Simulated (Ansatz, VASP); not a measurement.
Given: the input of a run of VASP 6.6.1 on ZnO (zincite). 

INCAR

```
SYSTEM = ZnO
  PREC = Accurate
  ENCUT = 600
  EDIFF = 1E-7
  ISMEAR = -1
  SIGMA = 0.05
  LREAL = .FALSE.
  LASPH = .TRUE.
  NELM = 80
  ALGO = Normal
  ISIF = 3
  LWAVE = .FALSE.
  LCHARG = .FALSE.
  IBRION = 2
  NSW = 40
  EDIFFG = -0.01
```

KPOINTS

```
Automatic mesh
0
G
  9 9 5
  0 0 0
```

POSCAR

```
ZnO
1.0
    3.2493080000      0.0000000000      0.0000000000
   -1.6246540000      2.8139832727      0.0000000000
    0.0000000000      0.0000000000      5.2057090000
Zn O
2 2
Direct
    0.6666666667      0.3333333333      0.0000000000
    0.3333333333      0.6666666667      0.5000000000
    0.3333333333      0.6666666667      0.8790100000
    0.6666666667      0.3333333333      0.3790100000
```

Potentials or basis: VASP PAW LDA potentials, release 64 (Zn, O).

The run is started by

```sh
$ cat potpaw_LDA.64/Zn/POTCAR potpaw_LDA.64/O/POTCAR > POTCAR
$ mpirun -np 1 vasp_std > vasp.out
```

**Question.** What does the same run look like in Ansatz 0.2.0? Potentials or basis there: Ansatz PAW, cutoff 420 eV.

**Answer.** As run (cutoffs and basis follow the program's own potentials, and thresholds, step limits or extra output files can differ):

Contents of input.yaml:

```yaml
crystal:
  lattice:
    - [3.249308, 0.0, 0.0]
    - [-1.624654, 2.8139832727, 0.0]
    - [0.0, 0.0, 5.205709]
  atoms:
    - { symbol: Zn, position: [0.6666666667, 0.3333333333, 0.0] }
    - { symbol: Zn, position: [0.3333333333, 0.6666666667, 0.5] }
    - { symbol: O, position: [0.3333333333, 0.6666666667, 0.87901] }
    - { symbol: O, position: [0.6666666667, 0.3333333333, 0.37901] }
hamiltonian:
  xc: lda
  pseudopotentials: { kind: paw }
kpoints:
  mp_grid: { grid: [9, 9, 5] }
scf:
  occupations: { method: fermi_dirac, width: 0.05 }
output:
  forces: true
  stress: true
  write_density: true
  write_potential: true
  elf: true
  volumetric_format: npy
relax:
  f_tol: 0.01
  max_steps: 40
  cell: { stress_tol: 0.05 }
```

Potentials or basis: Ansatz PAW.

Launch:

```console
$ ansatz run input.yaml --threads 2 --pin off --max-ram 5632MiB --backend cpu --events-out ev --progress --plain --runs-dir out
```

Both were run:

|  | VASP | Ansatz |
| --- | --- | --- |
| Relaxed volume | 11.40 Å³/atom | 11.33 Å³/atom |
| Relaxed cell | a = 3.194 Å, b = 3.194 Å, c = 5.162 Å, α = 90.00°, β = 90.00°, γ = 120.00° | a = 3.187 Å, b = 3.187 Å, c = 5.152 Å, α = 90.00°, β = 90.00°, γ = 120.00° |
| Space group after relaxing | P6_3mc (No. 186) | P6_3mc (No. 186) |
| Pressure after relaxing | 0.1 GPa | 0.0 GPa |

Ansatz's pressure holds a Pulay term of +0.94 GPa for its cutoff of 420 eV, which the other run lacks.

Ansatz's potentials were made for PBE.

Where Ansatz's input types no cutoff or centring, it takes its own default and a Γ-centred mesh.

The two programs' LDA may be different fits to the electron gas.

Pressure is positive in compression.
